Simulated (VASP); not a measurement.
# W (Im-3m) in VASP: a series of runs, part 4 of 4

VASP 6.6.1. Earlier steps stand in the parts before.

**7. Band structure, AM05**

The input, INCAR:

```
SYSTEM = W
PREC = Accurate
ENCUT = 520
EDIFF = 1E-6
ISMEAR = -1
SIGMA = 0.05
LREAL = .False.
LASPH = .True.
NELM = 80
ALGO = Normal
ISIF = 2
LWAVE = .False.
LCHARG = .False.
LMAXMIX = 4
GGA = AM
NBANDS = 13
```

The input, KPOINTS:

```
regular mesh
0
Gamma
  12 12 12
  0 0 0
```

The input, POSCAR:

```
W
1.0
   -1.5823450000      1.5823450000      1.5823450000
    1.5823450000     -1.5823450000      1.5823450000
    1.5823450000      1.5823450000     -1.5823450000
W
1
Direct
    0.0000000000      0.0000000000      0.0000000000
```

The input, KPOINTS_OPT:

```
path GHNGPH,PN
10
line-mode
reciprocal
 0.0000000000  0.0000000000  0.0000000000  G
 0.5000000000 -0.5000000000  0.5000000000  H

 0.5000000000 -0.5000000000  0.5000000000  H
 0.0000000000  0.0000000000  0.5000000000  N

 0.0000000000  0.0000000000  0.5000000000  N
 0.0000000000  0.0000000000  0.0000000000  G

 0.0000000000  0.0000000000  0.0000000000  G
 0.2500000000  0.2500000000  0.2500000000  P

 0.2500000000  0.2500000000  0.2500000000  P
 0.5000000000 -0.5000000000  0.5000000000  H

 0.2500000000  0.2500000000  0.2500000000  P
 0.0000000000  0.0000000000  0.5000000000  N
```

Potentials or basis: VASP PAW PBE potentials, release 64 (W_sv).

Command:

```console
cat potpaw_PBE.64/W_sv/POTCAR > POTCAR
mpirun -np 1 vasp_std > vasp.out
```

OUTCAR:

```text
SYSTEM = W
   PREC = Accurate
   ENCUT = 520
   EDIFF = 1E-6
   ISMEAR = -1
   LREAL = .False.
   LASPH = .True.
   NELM = 80
   ISIF = 2
   GGA = AM

 ion  position               nearest neighbor table
   1  0.000  0.000  0.000-

  LATTYP: Found a body centered cubic cell.
 ALAT       =     3.1646900000

  Lattice vectors:

 A1 = (  -1.5823450000,   1.5823450000,   1.5823450000)
 A2 = (   1.5823450000,  -1.5823450000,   1.5823450000)
 A3 = (   1.5823450000,   1.5823450000,  -1.5823450000)

Analysis of symmetry for initial positions (statically):
=====================================================================
 Subroutine PRICEL returns:
 Original cell was already a primitive cell.

 Routine SETGRP: Setting up the symmetry group for a
 body centered cubic supercell.

 Subroutine GETGRP returns: Found 48 space group operations
 (whereof 48 operations were pure point group operations)
 out of a pool of 48 trial point group operations.

The static configuration has the point symmetry O_h .

Analysis of symmetry for dynamics (positions and initial velocities):
=====================================================================
 Subroutine PRICEL returns:
 Original cell was already a primitive cell.

 Routine SETGRP: Setting up the symmetry group for a
 body centered cubic supercell.

 Subroutine GETGRP returns: Found 48 space group operations
 (whereof 48 operations were pure point group operations)
 out of a pool of 48 trial point group operations.

The dynamic configuration has the point symmetry O_h .

 Subroutine INISYM returns: Found 48 space group operations
 (whereof 48 operations are pure point group operations),
 and found     1 'primitive' translations

[... 114 lines left out ...]
  Fermi-wavevector in a.u.,A,eV,Ry     =   1.570832  2.968442 33.572544  2.467512
  Thomas-Fermi vector in A             =   2.672506
   LORBIT       =      0    0 simple, 1 ext, 2 COOP (PROOUT), +10 PAW based schemes
   GGA     = AM    functional components
   LHFCALC =     F    Hartree Fock is set to
   AEXX    =    0.0000 exact exchange contribution
   IVDW    =     0    specifies the selected vdW correction
   LEPSILON=     F    determine dielectric tensor
   LRPA    =     F    only Hartree local field effects (RPA)
 non-spin polarized calculation
  energy-cutoff  :      520.00
  volume of cell :       15.85
 maximum number of plane-waves:       438
   NGX = 11   NGY = 11   NGZ = 11

 number of electron      14.0000004 magnetization

 Free energy of the ion-electron system (eV)
  ---------------------------------------------------
  ext. energy  EPLUGINS =         0.00000000
  ---------------------------------------------------
  free energy    TOTEN  =       -13.58468526 eV

  energy without entropy =      -13.58007005  energy(sigma->0) =      -13.58237765

 E-fermi :  11.1648     XC(G=0): -13.7682

 val. band max:       11.1357604124   @ k =  -0.2500   0.3333   0.1667
 cond. band min:      11.1931183337   @ k =  -0.1667   0.1667   0.0833
 fundamental gap:      0.0573579213
 Fermi energy:        11.1647919730

 k-point     1 :       0.0000    0.0000    0.0000
  band No.  band energies     occupation
      1     -62.9556      2.00000
      2     -26.4888      2.00000
      3     -26.4888      2.00000
      4     -26.4888      2.00000
      5       1.5940      2.00000
      6      10.0355      2.00000
      7      10.0355      2.00000
      8      10.0355      2.00000
      9      13.4904      0.00000
     10      13.4904      0.00000
     11      25.7876      0.00000
     12      25.7876      0.00000
     13      25.7876      0.00000
[... 354 lines left out ...]
  band No.  band energies     occupation
      1     -62.8191      2.00000
      2     -27.6925      2.00000
      3     -26.9669      2.00000
      4     -26.5828      2.00000
      5       5.6331      2.00000
      6       7.6504      2.00000
      7      10.9699      1.96025
      8      13.6448      0.00000
      9      14.4125      0.00000
     10      18.6915      0.00000
     11      21.1834      0.00000
     12      23.4569      0.00000
     13      27.2951      0.00000

 [... further k-points ...]

------------------------ aborting loop because EDIFF is reached ----------------------------------------

  FORCE on cell =-STRESS in cart. coord.  units (eV):
  Direction    XX          YY          ZZ          XY          YZ          ZX
  --------------------------------------------------------------------------------------
  -------------------------------------------------------------------------------------
  Total       -0.3976199     -0.3976199     -0.3976199     -0.0000000     -0.0000000      0.0000000
  in kB      -40.1989963    -40.1989963    -40.1989963     -0.0000000     -0.0000000      0.0000000
  external PRESSURE =     -40.1989963 kB  Pullay stress =       0.0000000 kB

 VOLUME and BASIS-vectors are now :
 -----------------------------------------------------------------------------
  energy-cutoff  :      520.00
  volume of cell :       15.85
      direct lattice vectors                 reciprocal lattice vectors
    -1.582345000  1.582345000  1.582345000     0.000000000  0.315986716  0.315986716
     1.582345000 -1.582345000  1.582345000     0.315986716  0.000000000  0.315986716
     1.582345000  1.582345000 -1.582345000     0.315986716  0.315986716  0.000000000

 POSITION                                       TOTAL-FORCE (eV/Angst)
 -----------------------------------------------------------------------------------
      0.00000      0.00000      0.00000         0.000000      0.000000     -0.000000
 -----------------------------------------------------------------------------------
    total drift:                                0.000000     -0.000000      0.000000

  FREE ENERGIE OF THE ION-ELECTRON SYSTEM (eV)
  ---------------------------------------------------
  free  energy   TOTEN  =       -13.5846852627 eV

  energy  without entropy=      -13.5800700468  energy(sigma->0) =      -13.58237765
```

OSZICAR:

```text
N       E                     dE             d eps       ncg     rms          rms(c)
DAV:   1     0.856503260050E+02    0.85650E+02   -0.76727E+03  1877   0.125E+03
DAV:   2    -0.125739601680E+02   -0.98224E+02   -0.94005E+02  2097   0.319E+02
DAV:   3    -0.142629148122E+02   -0.16890E+01   -0.16831E+01  2052   0.403E+01
DAV:   4    -0.142697444890E+02   -0.68297E-02   -0.68295E-02  2062   0.280E+00
DAV:   5    -0.142697979091E+02   -0.53420E-04   -0.53421E-04  2092   0.238E-01    0.214E+01
DAV:   6    -0.137365908647E+02    0.53321E+00   -0.43206E-01  1952   0.871E+00    0.849E+00
DAV:   7    -0.135902756432E+02    0.14632E+00   -0.22481E-01  2052   0.594E+00    0.650E-01
DAV:   8    -0.135847641798E+02    0.55115E-02   -0.44402E-03  1907   0.894E-01    0.791E-02
DAV:   9    -0.135846847768E+02    0.79403E-04   -0.10136E-04  2130   0.121E-01    0.407E-02
DAV:  10    -0.135846852627E+02   -0.48592E-06   -0.80360E-06  1972   0.381E-02
   1 F= -.13584685E+02 E0= -.13582378E+02  d E =-.461522E-02
       N       E                     dE             ncg
DAV:   1    -0.818620477293E+04   -0.41730E+05     1576
DAV:   2    -0.140944802657E+05   -0.59083E+04     1775
DAV:   3    -0.141979272278E+05   -0.10345E+03     1650
DAV:   4    -0.141983697436E+05   -0.44252E+00     1700
DAV:   5    -0.141983737056E+05   -0.39621E-02     1655
DAV:   6    -0.141983737738E+05   -0.68153E-04     1690
DAV:   7    -0.141983737751E+05   -0.13430E-05     1049
DAV:   8    -0.141983737753E+05   -0.16084E-06      880
```

It took 10 s on 1 thread of Intel Xeon Platinum 8488C (Sapphire Rapids), shared host; peak memory 0.14 GiB.

What came out:

| Property | Result |
| --- | --- |
| Free energy | -13.5847 eV |
| Pressure | -4.0 GPa |
| Band gap along the path | none (metal or under the smearing width) |

Levels at the corners of the path, in eV from the Fermi level:
| point | band 4 | band 5 | band 6 | band 7 | band 8 | band 9 | band 10 | band 11 |
| --- | --- | --- | --- | --- | --- | --- | --- | --- |
| Γ | -37.65 | -9.57 | -1.13 | -1.13 | -1.13 | 2.33 | 2.33 | 14.62 |
| H | -38.56 | -5.77 | -5.77 | 5.27 | 5.27 | 5.27 | 8.34 | 8.34 |
| H | -38.56 | -5.77 | -5.77 | 5.27 | 5.27 | 5.27 | 8.34 | 8.34 |
| N | -37.66 | -6.20 | -3.47 | 0.75 | 2.23 | 3.21 | 6.26 | 11.17 |
| N | -37.66 | -6.20 | -3.47 | 0.75 | 2.23 | 3.21 | 6.26 | 11.17 |
| Γ | -37.65 | -9.57 | -1.13 | -1.13 | -1.13 | 2.33 | 2.33 | 14.62 |
| Γ | -37.65 | -9.57 | -1.13 | -1.13 | -1.13 | 2.33 | 2.33 | 14.62 |
| P | -38.31 | -2.88 | -2.88 | -2.88 | 3.37 | 3.37 | 6.70 | 12.34 |
| P | -38.31 | -2.88 | -2.88 | -2.88 | 3.37 | 3.37 | 6.70 | 12.34 |
| H | -38.56 | -5.77 | -5.77 | 5.27 | 5.27 | 5.27 | 8.34 | 8.34 |
| P | -38.31 | -2.88 | -2.88 | -2.88 | 3.37 | 3.37 | 6.70 | 12.34 |
| N | -37.66 | -6.20 | -3.47 | 0.75 | 2.23 | 3.21 | 6.26 | 11.17 |

Caveat: the PAW data sets were made with another functional, which shifts forces and pressure a little; spin-orbit coupling is left out, which moves the levels of the heavy elements.

**8. The reference run**

An earlier run on the cell as given: functional PBE; potentials or basis VASP PAW PBE potentials, release 64 (W_sv); cutoff 520 eV; k mesh 12 × 12 × 12; occupations fermi-dirac, width 0.05 eV; no spin polarisation.

* Pressure: 6.4 GPa
* Band gap on the k mesh: none (metal or under the smearing width)

**9. Summary**

```csv
task,level,potentials or basis,spin,k mesh,pressure (GPa)
band structure,PBE,"VASP PAW PBE potentials, release 64 (W_sv)",off,12 × 12 × 12,-
band structure,PBE,"VASP PAW PBE potentials, release 64 (W_sv)","SOC, no magnetisation",9 × 9 × 9,-
band structure,LDA,"VASP PAW LDA potentials, release 64 (W_sv)",off,12 × 12 × 12,-7.3
band structure,LDA,"VASP PAW LDA potentials, release 64 (W_sv)","SOC, no magnetisation",9 × 9 × 9,-6.3
band structure,PBEsol,"VASP PAW PBE potentials, release 64 (W_sv)",off,12 × 12 × 12,-2.4
band structure,AM05,"VASP PAW PBE potentials, release 64 (W_sv)",off,12 × 12 × 12,-4.0
single point,PBE,"VASP PAW PBE potentials, release 64 (W_sv)",off,12 × 12 × 12,6.4
```

Alike in all rows: cell as given; cutoff (eV) 520; smearing fermi-dirac 0.05 eV.

Caveats: spin-orbit coupling is left out, which moves the levels of the heavy elements (some runs); the PAW data sets were made with another functional, which shifts forces and pressure a little (some runs).

Total energies depend on the potentials used, so only differences within one code and one set of settings carry meaning.
